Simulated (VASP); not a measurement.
# SiC: convergence, equation of state

SiC, P6_3mc (no. 186), 4 atoms in the cell. PBE; PAW potentials Si, C_s (PBE set). VASP 6.6.1.

Wanted: equilibrium volume within 2.5 %; bulk modulus within 12.5 %.

What the run is for: choice of potentials; Accuracy asked: screening; Volumes (times the given one): 0.91, 0.94, 0.97, 1, 1.03, 1.06, 1.09.

## Potentials and cutoff

| Potentials and cutoff | Equilibrium volume (Å³/atom) | Bulk modulus (GPa) | Time (s) |
|---|---|---|---|
| Si_GW C_GW, ENCUT 660 | 10.52 | 213 | 98 |
| Si C_h, ENCUT 1180 | 10.51 | 212.8 | 191 |
| Si C, ENCUT 640 | 10.51 | 212.6 | 84 |
| Si C_s, ENCUT 450 | 10.51 | 212.7 | 52 |

Chosen: Si C_s, ENCUT 450, the fastest of those that stay within the tolerance.

## All choices together

| Input | Equilibrium volume (Å³/atom) | Bulk modulus (GPa) | Time (s) |
|---|---|---|---|
| chosen settings | 10.51 | 212.7 | 52 |
| reference settings throughout | 10.52 | 213 | 98 |

The tolerance is met.

## The input

INCAR:
```
SYSTEM = SiC
ALGO = Normal
EDIFF = 1E-7
EFERMI = MIDGAP
ENCUT = 450
GGA = PE
GGA_COMPAT = .FALSE.
ISIF = 2
ISMEAR = 0
LASPH = .TRUE.
LCHARG = .FALSE.
LREAL = .FALSE.
LWAVE = .FALSE.
NELM = 120
NSW = 0
PREC = Accurate
SIGMA = 0.03
```

KPOINTS:
```
k-points
0
Gamma
  8 8 5
```

POSCAR.step1:
```
SiC
1.0
    2.9808042853      0.0000000000      0.0000000000
   -1.4904021426      2.5814522347      0.0000000000
    0.0000000000      0.0000000000      4.8917750429
Si C
2 2
Direct
    0.6666666667      0.3333333333      0.5000000000
    0.3333333333      0.6666666667      0.0000000000
    0.6666666667      0.3333333333      0.8850000000
    0.3333333333      0.6666666667      0.3850000000
```

POSCAR.step2:
```
SiC
1.0
    3.0132068704      0.0000000000      0.0000000000
   -1.5066034352      2.6095136966      0.0000000000
    0.0000000000      0.0000000000      4.9449506768
Si C
2 2
Direct
    0.6666666667      0.3333333333      0.5000000000
    0.3333333333      0.6666666667      0.0000000000
    0.6666666667      0.3333333333      0.8850000000
    0.3333333333      0.6666666667      0.3850000000
```

POSCAR.step3:
```
SiC
1.0
    3.0449271685      0.0000000000      0.0000000000
   -1.5224635842      2.6369842805      0.0000000000
    0.0000000000      0.0000000000      4.9970066146
Si C
2 2
Direct
    0.6666666667      0.3333333333      0.5000000000
    0.3333333333      0.6666666667      0.0000000000
    0.6666666667      0.3333333333      0.8850000000
    0.3333333333      0.6666666667      0.3850000000
```

POSCAR.step4:
```
SiC
1.0
    3.0760000000      0.0000000000      0.0000000000
   -1.5380000000      2.6638941420      0.0000000000
    0.0000000000      0.0000000000      5.0480000000
Si C
2 2
Direct
    0.6666666667      0.3333333333      0.5000000000
    0.3333333333      0.6666666667      0.0000000000
    0.6666666667      0.3333333333      0.8850000000
    0.3333333333      0.6666666667      0.3850000000
```

POSCAR.step5:
```
SiC
1.0
    3.1064574263      0.0000000000      0.0000000000
   -1.5532287132      2.6902710469      0.0000000000
    0.0000000000      0.0000000000      5.0979834487
Si C
2 2
Direct
    0.6666666667      0.3333333333      0.5000000000
    0.3333333333      0.6666666667      0.0000000000
    0.6666666667      0.3333333333      0.8850000000
    0.3333333333      0.6666666667      0.3850000000
```

POSCAR.step6:
```
SiC
1.0
    3.1363290418      0.0000000000      0.0000000000
   -1.5681645209      2.7161406248      0.0000000000
    0.0000000000      0.0000000000      5.1470055276
Si C
2 2
Direct
    0.6666666667      0.3333333333      0.5000000000
    0.3333333333      0.6666666667      0.0000000000
    0.6666666667      0.3333333333      0.8850000000
    0.3333333333      0.6666666667      0.3850000000
```

POSCAR.step7:
```
SiC
1.0
    3.1656422272      0.0000000000      0.0000000000
   -1.5828211136      2.7415265880      0.0000000000
    0.0000000000      0.0000000000      5.1951111713
Si C
2 2
Direct
    0.6666666667      0.3333333333      0.5000000000
    0.3333333333      0.6666666667      0.0000000000
    0.6666666667      0.3333333333      0.8850000000
    0.3333333333      0.6666666667      0.3850000000
```

Commands (each step's output is kept before the next begins):
```
cat potpaw_PBE.64/Si/POTCAR potpaw_PBE.64/C_s/POTCAR > POTCAR
cp POSCAR.step1 POSCAR
mpirun -np 1 vasp_std > vasp.out
cp POSCAR.step2 POSCAR
mpirun -np 1 vasp_std > vasp.out
cp POSCAR.step3 POSCAR
mpirun -np 1 vasp_std > vasp.out
cp POSCAR.step4 POSCAR
mpirun -np 1 vasp_std > vasp.out
cp POSCAR.step5 POSCAR
mpirun -np 1 vasp_std > vasp.out
cp POSCAR.step6 POSCAR
mpirun -np 1 vasp_std > vasp.out
cp POSCAR.step7 POSCAR
mpirun -np 1 vasp_std > vasp.out
```

Limits: Total energies under different potentials can't be compared; the cell and the gap can; every volume keeps the cell's shape and the atoms' fractional positions, so the modulus is that of a clamped cell, stiffer than the relaxed one, above all in layered crystals.

The chosen input took VASP 6.6.1 52 s on 1 core (AMD EPYC 9R45 (Zen 5)), a shared host.
